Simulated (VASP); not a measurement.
# K in VASP: convergence with SIGMA

Aim: find how far SIGMA must go before the results for K settle, at PBE. This setting moves, with any that are tied to it; all else stays.

All numbers are computed with VASP 6.6.1; they aren't measurements. Logs are shortened: lines on timing, memory, paths and dates and some standing lists are left out, and cuts for length are marked.

## (1) The structure

The cell holds a slab with vacuum, 3 atoms: a = 4.535 Å, b = 4.535 Å, c = 22.405 Å, α = 90.00°, β = 90.00°, γ = 109.47°.

The slab is cut from a database's or a generator's crystal, which needn't be the stable form of the element.

## (2) With SIGMA 0.3 eV

INCAR

```
PREC = Accurate
ENCUT = 600
EDIFF = 1E-6
ISMEAR = 0
SIGMA = 0.3
LREAL = False
LASPH = True
NELM = 60
ALGO = Fast
ISIF = 2
LWAVE = False
LCHARG = False
GGA = PE
NBANDS = 20
```

KPOINTS

```
Automatic mesh
0
Gamma
  6 6 1
```

POSCAR

```
K
1.0
    4.5345090142      0.0000000000      0.0000000000
   -1.5115030047      4.2751760977      0.0000000000
    0.0000000000      0.0000000000     22.4048222126
K
3
Direct
    0.5000000000      0.5000000000      0.3347493646
    0.0000000000      0.0000000000      0.5000000000
    0.5000000000      0.5000000000      0.6652506354
```

Potentials or basis: VASP PAW PBE potentials, release 64 (K_sv_GW).

Launch:

```console
> cat potpaw_PBE.64/K_sv_GW/POTCAR > POTCAR
> mpirun -np 1 vasp_std > vasp.out
```

Run time: 3.3 min. Hardware: 1 thread of Intel Xeon Platinum 8488C (Sapphire Rapids), shared host; peak memory 0.57 GiB.

Results:

* Free energy: -10.3159 eV
* Largest force: 0.005 eV/Å
* Band gap on the k mesh: none (metal or under the smearing width)

## (3) With SIGMA 0.2 eV

INCAR, as its differences from that of step 2:

```diff
@@ -4,3 +4,3 @@
 ISMEAR = 0
-SIGMA = 0.3
+SIGMA = 0.2
 LREAL = False
```

KPOINTS is that of step 2.

POSCAR is that of step 2.

Potentials or basis: VASP PAW PBE potentials, release 64 (K_sv_GW).

Launch:

```console
> cat potpaw_PBE.64/K_sv_GW/POTCAR > POTCAR
> mpirun -np 1 vasp_std > vasp.out
```

Run time: 4 min. Hardware: 1 thread of Intel Xeon Platinum 8488C (Sapphire Rapids), shared host; peak memory 0.56 GiB.

Results:

```
Free energy            : -10.2838 eV
Largest force          : 0.010 eV/Å
Band gap on the k mesh : none (metal or under the smearing width)
```

## (4) With SIGMA 0.15 eV

INCAR, as its differences from that of step 3:

```diff
@@ -4,3 +4,3 @@
 ISMEAR = 0
-SIGMA = 0.2
+SIGMA = 0.15
 LREAL = False
```

KPOINTS is that of step 3.

POSCAR is that of step 3.

Launch:

```console
> cat potpaw_PBE.64/K_sv_GW/POTCAR > POTCAR
> mpirun -np 1 vasp_std > vasp.out
```

Wall time 3.3 min (1 thread of Intel Xeon Platinum 8488C (Sapphire Rapids), shared host); peak memory 0.56 GiB.

Results:

* Free energy: -10.2721 eV
* Largest force: 0.011 eV/Å
* Band gap on the k mesh: none (metal or under the smearing width)

## (5) With SIGMA 0.1 eV

INCAR, as its differences from that of step 4:

```diff
@@ -4,3 +4,3 @@
 ISMEAR = 0
-SIGMA = 0.15
+SIGMA = 0.1
 LREAL = False
```

KPOINTS is that of step 4.

POSCAR is that of step 4.

Launch:

```console
> cat potpaw_PBE.64/K_sv_GW/POTCAR > POTCAR
> mpirun -np 1 vasp_std > vasp.out
```

Run time: 3.2 min. Hardware: 1 thread of Intel Xeon Platinum 8488C (Sapphire Rapids), shared host; peak memory 0.56 GiB.

What came out:

| Quantity | Value |
| --- | --- |
| Free energy | -10.2643 eV |
| Largest force | 0.014 eV/Å |
| Band gap on the k mesh | none (metal or under the smearing width) |

## (6) With SIGMA 0.05 eV

INCAR, as its differences from that of step 5:

```diff
@@ -4,3 +4,3 @@
 ISMEAR = 0
-SIGMA = 0.1
+SIGMA = 0.05
 LREAL = False
```

KPOINTS is that of step 5.

POSCAR is that of step 5.

Potentials or basis: VASP PAW PBE potentials, release 64 (K_sv_GW).

Launch:

```console
> cat potpaw_PBE.64/K_sv_GW/POTCAR > POTCAR
> mpirun -np 1 vasp_std > vasp.out
```

Run time: 3.6 min. Hardware: 1 thread of Intel Xeon Platinum 8488C (Sapphire Rapids), shared host; peak memory 0.57 GiB.

What came out:

```yaml
Free_energy: -10.2602 eV
Largest_force: 0.023 eV/Å
Band_gap_on_the_k_mesh: none (metal or under the smearing width)
```

## (7) With SIGMA 0.02 eV

INCAR, as its differences from that of step 6:

```diff
@@ -4,3 +4,3 @@
 ISMEAR = 0
-SIGMA = 0.05
+SIGMA = 0.02
 LREAL = False
```

KPOINTS is that of step 6.

POSCAR is that of step 6.

Launch:

```console
> cat potpaw_PBE.64/K_sv_GW/POTCAR > POTCAR
> mpirun -np 1 vasp_std > vasp.out
```

It took 4 min on 1 thread of Intel Xeon Platinum 8488C (Sapphire Rapids), shared host; peak memory 0.57 GiB.

What came out:

| Quantity | Value |
| --- | --- |
| Free energy | -10.2584 eV |
| Largest force | 0.016 eV/Å |
| Band gap on the k mesh | none (metal or under the smearing width) |

## (8) With SIGMA 0.01 eV

INCAR, as its differences from that of step 7:

```diff
@@ -4,3 +4,3 @@
 ISMEAR = 0
-SIGMA = 0.02
+SIGMA = 0.01
 LREAL = False
```

KPOINTS is that of step 7.

POSCAR is that of step 7.

Potentials or basis: VASP PAW PBE potentials, release 64 (K_sv_GW).

Launch:

```console
> cat potpaw_PBE.64/K_sv_GW/POTCAR > POTCAR
> mpirun -np 1 vasp_std > vasp.out
```

OUTCAR:

```text
PREC = Accurate
   ENCUT = 600
   EDIFF = 1E-6
   ISMEAR = 0
   LREAL = False
   LASPH = True
   NELM = 60
   ISIF = 2
   GGA = PE

 ion  position               nearest neighbor table
   1  0.500  0.500  0.335-
   2  0.000  0.000  0.500-
   3  0.500  0.500  0.665-

  LATTYP: Found a base centered orthorhombic cell.
 ALAT       =     5.2360000000
 B/A-ratio  =     1.4142135624
 C/A-ratio  =     4.2789958389

  Lattice vectors:

 A1 = (   4.5345090142,   0.0000000000,   0.0000000000)
 A2 = (  -1.5115030047,   4.2751760977,   0.0000000000)
 A3 = (   0.0000000000,   0.0000000000,  22.4048222126)

Analysis of symmetry for initial positions (statically):
=====================================================================
 Subroutine PRICEL returns:
 Original cell was already a primitive cell.

 Routine SETGRP: Setting up the symmetry group for a
 base centered orthorhombic supercell.

 Subroutine GETGRP returns: Found  8 space group operations
 (whereof  8 operations were pure point group operations)
 out of a pool of  8 trial point group operations.

The static configuration has the point symmetry D_2h.

Analysis of symmetry for dynamics (positions and initial velocities):
=====================================================================
 Subroutine PRICEL returns:
 Original cell was already a primitive cell.

 Routine SETGRP: Setting up the symmetry group for a
 base centered orthorhombic supercell.

 Subroutine GETGRP returns: Found  8 space group operations
 (whereof  8 operations were pure point group operations)
 out of a pool of  8 trial point group operations.

The dynamic configuration has the point symmetry D_2h.

 Subroutine INISYM returns: Found  8 space group operations
 (whereof  8 operations are pure point group operations),
 and found     1 'primitive' translations

----------------------------------------------------------------------------------------

                                     Primitive cell

  volume of cell :     434.3360

  direct lattice vectors                    reciprocal lattice vectors
     4.534509014  0.000000000  0.000000000     0.220531042  0.077969498  0.000000000
    -1.511503005  4.275176098  0.000000000     0.000000000  0.233908493  0.000000000
     0.000000000  0.000000000 22.404822213     0.000000000  0.000000000  0.044633249

  length of vectors
     4.534509014  4.534509014 22.404822213     0.233908493  0.233908493  0.044633249

  position of ions in fractional coordinates (direct lattice)
     0.500000000  0.500000000  0.334749365
[... 60 lines left out ...]
   ISTART =      0    job   : 0-new  1-cont  2-samecut
   ICHARG =      2    charge: 1-file 2-atom 10-const
   ISPIN  =      1    spin polarized calculation?
   LNONCOLLINEAR =      F non collinear calculations
   LSORBIT =      F    spin-orbit coupling
   LASPH  =      T    aspherical Exc in radial PAW
   ENCUT  =  600.0 eV  44.10 Ry    6.64 a.u.   9.06  9.06 44.75*2*pi/ulx,y,z
   NELM   =     60;   NELMIN=  2; NELMDL= -5     # of ELM steps
   EDIFF  = 0.1E-05   stopping-criterion for ELM
   LREAL  =      F    real-space projection
   EDIFFG = 0.1E-04   stopping-criterion for IOM
   NSW    =      0    number of steps for IOM
   IBRION =     -1    ionic relax: 0-MD 1-quasi-New 2-CG
   NFREE  =      0    steps in history (QN), initial steepest desc. (CG)
   ISIF   =      2    stress and relaxation
   ISYM   =      2    0-nonsym 1-usesym 2-fastsym
   POTIM  = 0.5000    time-step for ionic-motion
   TEBEG  =    0.0;   TEEND  =   0.0 temperature during run
   PSTRESS=    0.0 pullay stress
   NELECT =      27.0000    total number of electrons
   NUPDOWN=      -1.0000    fix difference up-down
   EMIN   =  10.00;   EMAX   =-10.00  energy-range for DOS
   EFERMI =   0.00;   METHOD = LEGACY
   ISMEAR =     0;   SIGMA  =   0.01  broadening in eV -4-tet -1-fermi 0-gaus
   EFERMI_NEDOS =   21; number of points for ismear=-14 and -15
   IALGO  =     68    algorithm
   IMIX   =      4    mixing-type and parameters
     AMIX     =   0.40;   BMIX     =  1.00
     AMIX_MAG =   1.60;   BMIX_MAG =  1.00
  volume/ion in A,a.u.               =     144.78       977.01
  Fermi-wavevector in a.u.,A,eV,Ry     =   0.648516  1.225518  5.722247  0.420573
  Thomas-Fermi vector in A             =   1.717174
   LORBIT       =      0    0 simple, 1 ext, 2 COOP (PROOUT), +10 PAW based schemes
   GGA     = PE    functional components
   LHFCALC =     F    Hartree Fock is set to
   AEXX    =    0.0000 exact exchange contribution
   IVDW    =     0    specifies the selected vdW correction
   LEPSILON=     F    determine dielectric tensor
   LRPA    =     F    only Hartree local field effects (RPA)
 non-spin polarized calculation
 RMM-DIIS sequential band-by-band and
 Gauss-broadening in eV      SIGMA  =   0.01
  energy-cutoff  :      600.00
  volume of cell :      434.34
 maximum number of plane-waves:     14549
   NGX = 19   NGY = 19   NGZ = 89

 number of electron      27.0000000 magnetization

 Free energy of the ion-electron system (eV)
  ---------------------------------------------------
  ext. energy  EPLUGINS =         0.00000000
  ---------------------------------------------------
  free energy    TOTEN  =       -10.25777400 eV

  energy without entropy =      -10.25720706  energy(sigma->0) =      -10.25749053

 E-fermi :  -0.5321     XC(G=0):  -3.4372

 val. band max:       -0.7073254289   @ k =   0.5000   0.1667   0.0000
 cond. band min:      -0.5264712492   @ k =   0.3333   0.1667   0.0000
 fundamental gap:      0.1808541797
 Fermi energy:        -0.5321053411

 k-point     1 :       0.0000    0.0000    0.0000
  band No.  band energies     occupation
      1     -32.9300      2.00000
      2     -32.9300      2.00000
      3     -32.7402      2.00000
      4     -16.4283      2.00000
      5     -16.4253      2.00000
      6     -16.3789      2.00000
[... 288 lines left out ...]
     19       2.5977      0.00000
     20       2.7648      0.00000

------------------------ aborting loop because EDIFF is reached ----------------------------------------

  FORCE on cell =-STRESS in cart. coord.  units (eV):
  Direction    XX          YY          ZZ          XY          YZ          ZX
  --------------------------------------------------------------------------------------
  -------------------------------------------------------------------------------------
  Total       -0.0530982     -0.1731813      0.1093955     -0.1698230      0.0000000      0.0000000
  in kB       -0.1958686     -0.6388306      0.4035377     -0.6264428      0.0000000      0.0000000
  external PRESSURE =      -0.1437205 kB  Pullay stress =       0.0000000 kB

 VOLUME and BASIS-vectors are now :
 -----------------------------------------------------------------------------
  energy-cutoff  :      600.00
  volume of cell :      434.34
      direct lattice vectors                 reciprocal lattice vectors
     4.534509014  0.000000000  0.000000000     0.220531042  0.077969498  0.000000000
    -1.511503005  4.275176098  0.000000000     0.000000000  0.233908493  0.000000000
     0.000000000  0.000000000 22.404822213     0.000000000  0.000000000  0.044633249

 POSITION                                       TOTAL-FORCE (eV/Angst)
 -----------------------------------------------------------------------------------
      1.51150      2.13759      7.50000        -0.000000     -0.000000     -0.018768
      0.00000      0.00000     11.20241        -0.000000      0.000000      0.000000
      1.51150      2.13759     14.90482         0.000000      0.000000      0.018768
 -----------------------------------------------------------------------------------
    total drift:                                0.000000     -0.000000      0.000000

  FREE ENERGIE OF THE ION-ELECTRON SYSTEM (eV)
  ---------------------------------------------------
  free  energy   TOTEN  =       -10.2577740004 eV

  energy  without entropy=      -10.2572070562  energy(sigma->0) =      -10.25749053
```

Wall time 4.2 min (1 thread of Intel Xeon Platinum 8488C (Sapphire Rapids), shared host); peak memory 0.57 GiB.

What came out:

```
Free energy            : -10.2578 eV
Largest force          : 0.019 eV/Å
Band gap on the k mesh : none (metal or under the smearing width)
```

## (9) Summary

| SIGMA | energy less the tightest run, at zero smearing (meV/atom) | largest force (eV/Å) | SCF cycles | CPU time (s) | peak memory (GiB) |
| --- | --- | --- | --- | --- | --- |
| 0.3 eV | -0.58 | 0.005 | 24 | 200 | 0.57 |
| 0.2 eV | 0.05 | 0.010 | 24 | 240 | 0.56 |
| 0.15 eV | 0.09 | 0.011 | 24 | 200 | 0.56 |
| 0.1 eV | -0.38 | 0.014 | 24 | 190 | 0.56 |
| 0.05 eV | -0.36 | 0.023 | 24 | 210 | 0.57 |
| 0.02 eV | -0.09 | 0.016 | 24 | 240 | 0.57 |
| 0.01 eV | 0.00 | 0.019 | 24 | 250 | 0.57 |

Against the tightest run, the energy stays within 1 meV/atom from 0.3 eV on; the largest force stays within 0.005 eV/Å from 0.1 eV on. Narrower smearing needs a denser k mesh, so at a fixed mesh the narrowest width isn't the most accurate. The tightest run that finished is the yardstick and may itself not be fully converged.
